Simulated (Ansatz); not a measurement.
# ZrSe2 (P-3m1) in Ansatz: band structure with HSE06

Aim: the band structure of ZrSe2 with HSE06.

Program: Ansatz 0.2.0. These are calculated values, not measurements. Logs are shortened: lines on timing, memory, paths and dates and some standing lists are left out, and cuts for length are marked.

**The experiment to reproduce.**

From “Stress-Tuned Optical Transitions in Layered 1T-MX2 (M= Hf, Zr, Sn; X= S, Se) Crystals”, 2022, arxiv:2210.12074, for a bulk crystal of ZrSe2: band gap 1.2 eV (indirect).

The results are compared with them further down.

## 1. The structure

It takes space group P-3m1 (No. 164, trigonal). The conventional cell has a = 3.798 Å, b = 3.798 Å, c = 6.192 Å, α = 90.00°, β = 90.00°, γ = 120.00°. Zr (site symmetry -3m) has 6 Se at 2.68 Å as nearest neighbours. Around Se (site symmetry 3m) lie 3 Zr at 2.68 Å.

## 2. Band structure, HSE06

File input:

```
crystal:
  lattice:
    - [3.798, 0.0, 0.0]
    - [-1.899, 3.2891644836, 0.0]
    - [0.0, 0.0, 6.192]
  atoms:
    - { symbol: Zr, position: [0.0, 0.0, 0.0] }
    - { symbol: Se, position: [0.6666666667, 0.3333333333, 0.75] }
    - { symbol: Se, position: [0.3333333333, 0.6666666667, 0.25] }
hamiltonian:
  xc: hse06
  pseudopotentials: { kind: paw }
kpoints:
  mp_grid: { grid: [6, 6, 4] }
  band_path:
    path:
      - [[0.0, 0.0, 0.0], [0.5, 0.0, 0.0], [0.3333333333, 0.3333333333, 0.0], [0.0, 0.0, 0.0], [0.0, 0.0, 0.5], [0.5, 0.0, 0.5], [0.3333333333, 0.3333333333, 0.5], [0.0, 0.0, 0.5]]
      - [[0.5, 0.0, 0.5], [0.5, 0.0, 0.0]]
      - [[0.3333333333, 0.3333333333, 0.0], [0.3333333333, 0.3333333333, 0.5]]
    npoints: 4
scf:
  occupations: { method: fermi_dirac, width: 0.05 }
  n_extra_bands: 7
output:
  forces: true
  stress: true
  eigenvalues: true
  fatbands: false
  write_density: true
  write_potential: true
  elf: true
  volumetric_format: npy
```

Potentials or basis: Ansatz PAW.

The log of the run:

```text
Warning: output.stress: scf.convergence.dr2_threshold = 1e-7 eV (the SCF's general default) is looser than the 3e-10 eV advised for a printed stress (1e-10 eV for each atom of the cell: 3). What an SCF threshold leaves in a stress goes as its square root, and in the free energy as the threshold itself, and one threshold admits the most on a small cell: of the crystals measured, under no hybrid functional and no lock of the moments, on runs that ended without the residual-converged pass, on stresses that held no estimate of that error, the worst erred by over 100 MPa in a component at 1e-7 eV an atom and by under 5 at 1e-10. Set scf.convergence.dr2_threshold to 3e-10 eV or tighter. The threshold is an SCF's pass mark: one that does not reach it within its budget of iterations ends unconverged, or closes short of it on a stop that the run arms, and scf.convergence.dr2_threshold's page says what that costs each kind of run
Warning: output.stress: scf.exx.energy_threshold = 1e-6 eV is looser than the 3e-8 eV advised for a stress under a hybrid functional (1e-8 eV for each atom of the cell: 3). Every SCF of the exchange loop can meet its threshold on dr2 while the loop round them stops early: no threshold on dr2 bounds what that leaves in the stress. Set scf.exx.energy_threshold to 3e-8 eV or tighter. The threshold is the loop's pass mark: a loop that does not reach it within its budget of cycles ends unconverged, and scf.exx.energy_threshold's page has the law
scf.n_extra_bands = 7 over 22 filled bands (N_el = 44.0): the run solves 29 bands
GPUs: using 1 of 1 available (devices: 1).
Engine: ansatz 0.2.0, x86_64-unknown-linux-gnu
Pseudopotentials: kind: paw
Pseudopotential: Zr, paw, valence charge 12, recommended cutoff 420 eV (normal), Zr.paw.azcp
Pseudopotential: Se, paw, valence charge 16, recommended cutoff 420 eV (normal), Se.paw.azcp
Functional definition: HSE06
  parameter a = 0.25
  parameter omega = 0.11/bohr
  exchange = pbe_x - a*pbe_x_sr(omega) + a*exact_x_sr(omega)
  correlation = pbe_c
device memory: the entry about to start is reckoned to put 0.9 GiB on a device that reports 57.5 GiB free (of which the cap on the GPU budget leaves the run 18.0 GiB)
GPU FFT provider: cuFFT
GPU libraries: cuBLAS 13.8.2, cuFFT 12.4.0, cuSOLVER 12.3.4
Crystal: 3 atoms, lattice volume = 77.352 Å³
Basis set: ecut = 420 eV, 1521 PW (Γ), exchange–correlation on 54×54×90 points (8 copies of the dense FFT grid, shifted against one another)
Bands: 29, of which v1, the nominal top of the filled ones, is band 22 counted from 1 (21 counted from 0)
Symmetry: 12 space group operations
Space group: P-3m1 (ITA 164), of the structure as read, at distance tolerance 4.3e-5 Å
k-points: 24 of 144
Non-local potential: Zr, projectors of the file, l = 0: 3, l = 1: 2, l = 2: 2, l = 3: 2
Non-local potential: Se, projectors of the file, l = 0: 2, l = 1: 2, l = 2: 3, l = 3: 1
PAW form: soft (Blöchl's): semilocal exchange-correlation on the pseudo side does not see the compensation charge
PAW frozen core: Zr, regenerated for the run's functional, and the local potential with it (the file was generated under x = pbe(κ = 0.804, μ = 0.2195149727645171), c = pbe(β = 0.06672455060314922))
PAW frozen core: Se, regenerated for the run's functional, and the local potential with it (the file was generated under x = pbe(κ = 0.804, μ = 0.2195149727645171), c = pbe(β = 0.06672455060314922))
PAW one-centre angular grid: Zr, 590 points (default); XC on 64 Gauss nodes
PAW one-centre angular grid: Se, 590 points (default); XC on 64 Gauss nodes
Initial density: superposition of atomic densities (neutral atoms: chi_scale 0, normalization atom), corrected by the library's trained network
Initial wavefunctions: pseudopotential atomic-orbital guess
GPU buffer pool allocated for 32805 grid points (all kernels)
GPU transforms: local potential and band sums: pruned to the plane-wave sphere, on 25×25×45
Functional: x = pbe(κ = 0.804, μ = 0.2195149727645171), c = pbe(β = 0.06672455060314922), warm-up for x = pbe(κ = 0.804, μ = 0.2195149727645171) + 0.25 (exact − pbe) at short range (hse, ω = 0.20786987370883472 Å⁻¹), c = pbe(β = 0.06672455060314922); HSE06 as pw.x's `hse` composes it (authors' and Libxc's form: `xc: wpbeh`)
SCF iter   1: F=—  HF=-15126.023303 eV  |F-HF|=—  |Δ(HF+E_count)|=         —  Δρ=1.34e-3  dr2=1.64e-3  ethr=1.77e-3  ⟨swp⟩=7.3  Hψ=2693  notcnv=0
preconditioner: auto → none  [insulator: Δε(μ)=0.387 eV  Ē_g=9.042 eV  σ=0.050 eV  W_gap=0.96  n_scr=22 (ndim 8)  ℏωp=16.9 eV  f_vac=0.068  D(μ)=0.03/eV (n_scr^D=0)]
SCF iter   2: F=—  HF=-15126.023903 eV  |F-HF|=—  |Δ(HF+E_count)|=   6.00e-4  Δρ=7.07e-4  dr2=6.76e-4  ethr=3.72e-6  ⟨swp⟩=4.1  Hψ=2209  notcnv=0  defer=1
SCF iter   3: F=—  HF=-15126.023967 eV  |F-HF|=—  |Δ(HF+E_count)|=   6.41e-5  Δρ=4.66e-4  dr2=4.89e-4  ethr=1.54e-6  ⟨swp⟩=3.3  Hψ=1368  notcnv=0  defer=1
SCF iter   4: F=—  HF=-15126.023936 eV  |F-HF|=—  |Δ(HF+E_count)|=   3.06e-5  Δρ=2.34e-4  dr2=5.88e-5  ethr=1.11e-6  ⟨swp⟩=2.3  Hψ=1243  notcnv=0  defer=1
iter 5 solved again at ethr=3.60e-9 eV; its pass at ethr=1.34e-7 eV (dr2=1.58e-6 eV) is discarded
SCF iter   5: F=-15126.023972 eV  HF=-15126.023970 eV  |F-HF|=1.77e-6  |Δ(HF+E_count)|=   3.39e-5  Δρ=5.36e-5  dr2=1.69e-6  ethr=3.60e-9  ⟨swp⟩=4.1  Hψ=2976  notcnv=0  defer=1
SCF 1 stopped early in 5 iterations: F = -15126.023972 eV  dr2 = 1.69e-6
device memory: the entry about to start is reckoned to put 1.5 GiB (of the 1.5 GiB reckoned in all, the device holds 0.1 GiB already) on a device that reports 57.3 GiB free (of which the cap on the GPU budget leaves the run 17.9 GiB)
[... 29 lines left out ...]
SCF iter   2: F=—  HF=-15131.647314 eV  |F-HF|=—  |Δ(HF+E_count)|=   1.22e-6  Δρ=2.64e-5  dr2=4.54e-7  ethr=2.23e-9  ⟨swp⟩=4.0  Hψ=2075  notcnv=0
SCF iter   3: F=—  HF=-15131.647314 eV  |F-HF|=—  |Δ(HF+E_count)|=   8.08e-8  Δρ=1.01e-5  dr2=1.48e-7  ethr=7.53e-10  ⟨swp⟩=3.0  Hψ=1270  notcnv=0
SCF iter   4: F=—  HF=-15131.647315 eV  |F-HF|=—  |Δ(HF+E_count)|=   6.94e-7  Δρ=6.28e-6  dr2=3.36e-8  ethr=6.53e-11  ⟨swp⟩=4.9  Hψ=2512  notcnv=0  defer=3
SCF iter   5: F=—  HF=-15131.647315 eV  |F-HF|=—  |Δ(HF+E_count)|=   8.76e-9  Δρ=1.02e-6  dr2=1.87e-9  ethr=6.28e-11  ⟨swp⟩=3.0  Hψ=1314  notcnv=0
SCF iter   6: F=-15131.647315 eV  HF=-15131.647315 eV  |F-HF|=1.89e-10  |Δ(HF+E_count)|=   1.02e-8  Δρ=7.80e-7  dr2=3.71e-10  ethr=1.00e-12  ⟨swp⟩=4.2  Hψ=1945  notcnv=0
SCF 3 converged in 6 iterations: F = -15131.647315 eV  dr2 = 3.71e-10
  Residual-converged pass: ⟨swp⟩=2.2  Hψ=1207  notcnv=0  max |occ|·‖R‖ = 5.4e-7 eV (tolerance 5.4e-7 eV)  dr2=3.71e-10  dr2_onsite=1.06e-10  max |Δocc| = 2.3e-13
hybrid outer 2: dexx = +9.545e-7 eV, tail = 2.81e-8 eV, Δε = 1.18e-3 eV (about 3.68e-5 eV left of the loop's levels), ΔF = 1.45e-2 eV/Å (tail 2.09e-3)
GPU FFT provider: cuFFT
GPU libraries: cuBLAS 13.8.2, cuFFT 12.4.0, cuSOLVER 12.3.4
GPU buffer pool allocated for 32805 grid points (all kernels)
GPU transforms: local potential and band sums: pruned to the plane-wave sphere, on 25×25×45
Exchange kernel: α = 0.2500, screened, ω = 0.2079 Å⁻¹, Wigner–Seitz truncation, v(0) = 1046.5836 eV·Å³, q-mesh 6×6×4, nearest image of the exchange supercell L = 22.79 Å, pair-density grid 18×18×27, without the augmentation charges, whose exchange is taken in its separable form by FFT convolution over the k-point mesh (sized by the pseudopotential files, 24×24×45 at the most), smooth part of the exact exchange by density-matrix convolution in up to 4.59 GiB of GPU memory as planned if the GPU has room (build and FFT work areas not counted)
Frozen-core exchange: fock
SCF iter   1: F=—  HF=-15131.647315 eV  |F-HF|=—  |Δ(HF+E_count)|=         —  Δρ=1.87e-6  dr2=1.69e-9  ethr=3.20e-10  ⟨swp⟩=7.1  Hψ=1694  notcnv=0
SCF iter   2: F=-15131.647315 eV  HF=-15131.647315 eV  |F-HF|=6.18e-11  |Δ(HF+E_count)|=  1.71e-10  Δρ=4.48e-7  dr2=1.51e-10  ethr=2.82e-12  ⟨swp⟩=3.9  Hψ=1888  notcnv=0
SCF 4 converged in 2 iterations: F = -15131.647315 eV  dr2 = 1.51e-10
  Residual-converged pass: ⟨swp⟩=2.7  Hψ=1245  notcnv=0  max |occ|·‖R‖ = 6.4e-7 eV (tolerance 6.5e-7 eV)  dr2=1.52e-10  dr2_onsite=4.62e-11  max |Δocc| = 5.3e-15
hybrid outer 3: dexx = +4.588e-10 eV, tail = 4.04e-10 eV, Δε = 3.72e-5 eV (about 7.31e-6 eV left of the loop's levels), ΔF = 3.91e-5 eV/Å (tail 2.09e-4)
device memory: the entry about to start is reckoned to put 0.6 GiB on a device that reports 63.5 GiB free (of which the cap on the GPU budget leaves the run 18.0 GiB)
NSCF: frozen V_eff on 39 k-points, pencils in batches of 32, up to order 128
hybrid SCF converged: 3 outer / 15 inner (+5 warm-up), last move |dexx| = 4.59e-10 eV, tail = 4.04e-10 eV
Stability not checked: this state was not tested for a lower state beside it, because the functional holds exact exchange (a hybrid, or Hartree-Fock), whose exchange loop this test does not read (fock_operator; see scf.lower_state_search)
Free energy (F): -15131.647315 eV
Frozen-core exchange: fock
Harris-Foulkes:  -15131.647315 eV  (|F-HF|=6.18e-11)
Internal energy: -15131.647314 eV  (E = F + TS)
E sigma→0 (E₀):  -15131.647314 eV
Entropy (-TS):   -0.000001 eV (-0.000 meV/atom)
Fermi energy:    8.773926 eV
--- Per-component energies (eV) ---
  E_band       = -1018.814741
  E_kinetic    = 568.291022
  E_local      = -5894.622599  (includes V_loc(G=0)·N_el)
  E_nonlocal   = -1116.940551
  E_hartree    = 2785.139940
  E_xc         = -298.178244
  E_vxc        = -310.574267  (∫ρ·V_xc dr)
  E_exx        = -168.078431  (= α·E_x^exact, valence–valence)
  E_paw        = -6681.419794  (= ΣΔE_a)
  E_vpaw       = 500.909616  (= ΣTr[D̂ρ^β])
  E_aug_tail   = -0.001171  (compensation charges beyond the density's cutoff)
  E_ewald      = -4323.301427
  E_core_change = -2.536059  (= ΣΔE_core)
  E_smearing   = -0.000001  (= −TS)
  E_closure    = 0.000000  (closes the sum)
  Σ components = -15131.647315   (vs F -15131.647315, Δ=-1.82e-12)
--- Forces (eV/Å), atoms counted from 1 ---
  atom   1  Zr    -0.00000000    -0.00000000     0.00000000
  atom   2  Se     0.00000000    -0.00000000    -0.04748821
  atom   3  Se     0.00000000     0.00000000     0.04748821
  max |Σ_I F_I| component: 5.39e-28 eV/Å
--- Stress (GPa, compression-positive) ---
        0.406525       0.000000      -0.000000
       -0.000000       0.406525      -0.000000
        0.000000      -0.000000       1.630786
  P = ⅓ Tr σ = 0.8146 GPa (8.146 kbar)
--- Band table (eV; the first three rows and the last of 24) ---
  k-point 0: bands = ["-44.7315", "-42.3223", "-42.3223", "-42.3220", "-42.3220", "-42.3169", "-42.3166", "-42.3137", "-42.3137", "-42.3136", "-42.3136", "-21.3924", "-21.2553", "-21.2553", "-6.2326", "-4.7929", "3.0882", "5.2218", "5.2218", "8.2113", "8.2113", "8.2707", "10.0742", "10.0742", "10.6913", "13.4572", "13.4572", "13.9576", "14.0963"]
  k-point 1: bands = ["-44.7315", "-42.3223", "-42.3223", "-42.3220", "-42.3220", "-42.3168", "-42.3166", "-42.3138", "-42.3138", "-42.3135", "-42.3135", "-21.3924", "-21.2553", "-21.2553", "-6.1133", "-4.9790", "3.5711", "5.2472", "5.2472", "7.2121", "8.1226", "8.1226", "10.0597", "10.0597", "10.9762", "13.6653", "13.6653", "14.2915", "14.8667"]
  k-point 2: bands = ["-44.7315", "-42.3222", "-42.3222", "-42.3220", "-42.3220", "-42.3168", "-42.3167", "-42.3138", "-42.3138", "-42.3135", "-42.3135", "-21.3925", "-21.2553", "-21.2553", "-5.9429", "-5.2134", "4.3470", "5.2736", "5.2736", "6.0524", "8.0361", "8.0361", "10.0444", "10.0444", "11.0948", "13.8890", "13.8890", "14.5488", "16.0793"]
  k-point 23: bands = ["-44.7185", "-42.3223", "-42.3221", "-42.3221", "-42.3184", "-42.3162", "-42.3162", "-42.3133", "-42.3133", "-42.3132", "-42.3132", "-21.4089", "-21.4089", "-21.3353", "-4.8656", "-4.8656", "4.1394", "4.1394", "4.5222", "5.6229", "6.0450", "6.0450", "10.8944", "11.3716", "11.3716", "14.0178", "14.0178", "16.7929", "16.7929"]
```

Run time: 90 s. Hardware: 1 × NVIDIA H100 80GB HBM3 with 2 threads of AMD EPYC 7R13 (Zen 3), shared host; peak memory 3.1 GiB.

What came out:

- Free energy: -15131.6473 eV
- Pressure: 0.8 GPa
- Largest force: 0.047 eV/Å
- Band gap on the k mesh: 1.04 eV, indirect (least direct gap 1.80 eV)
- Band gap along the path: 1.04 eV, indirect (least direct gap 1.80 eV)

Forces in eV/Å, atoms in the order of the input:
```
Zr   0.000  0.000  0.000
Se   0.000  0.000 -0.047
Se   0.000  0.000  0.047
```

Stress tensor (GPa, compression positive):
```
0.41 0.00 0.00
0.00 0.41 0.00
0.00 0.00 1.63
```

Levels at the corners of the path, in eV from the valence-band top:
```
point  band 19  band 20  band 21  band 22  band 23  band 24  band 25  band 26
    Γ    -3.05    -0.06    -0.06     0.00     1.80     1.80     2.42     5.19
    M    -2.91    -2.81    -2.37    -1.54     1.23     3.47     3.84     5.77
    K    -3.94    -2.57    -2.57    -2.01     2.53     3.51     3.51     4.93
    Γ    -3.05    -0.06    -0.06     0.00     1.80     1.80     2.42     5.19
    A    -3.00    -2.22    -0.23    -0.23     1.77     1.77     2.82     5.62
    L    -2.99    -2.79    -1.22    -1.12     1.04     3.46     3.83     5.40
    H    -3.75    -2.65    -2.23    -2.23     2.62     3.10     3.10     5.75
    A    -3.00    -2.22    -0.23    -0.23     1.77     1.77     2.82     5.62
    L    -2.99    -2.79    -1.22    -1.12     1.04     3.46     3.83     5.40
    M    -2.91    -2.81    -2.37    -1.54     1.23     3.47     3.84     5.77
    K    -3.94    -2.57    -2.57    -2.01     2.53     3.51     3.51     4.93
    H    -3.75    -2.65    -2.23    -2.23     2.62     3.10     3.10     5.75
```

Caveat: this functional lacks dispersion, which binds the layers, so the pressure and a relaxed spacing across them are unreliable; the PAW data sets come from PBE, with cores solved anew for the run's functional, which leaves a small shift of forces and pressure; the thresholds are loose for stress.

## 3. Against experiment

Step 2. Measured gap of ZrSe2: 1.2 eV (indirect; quoted in “Stress-Tuned Optical Transitions in Layered 1T-MX2 (M= Hf, Zr, Sn; X= S, Se) Crystals”, 2022, arxiv:2210.12074). This calculation gives 1.04 eV (-0.16 eV). Spin-orbit coupling on Se, Zr is left out. The value is that of HSE06, without temperature or zero-point motion.
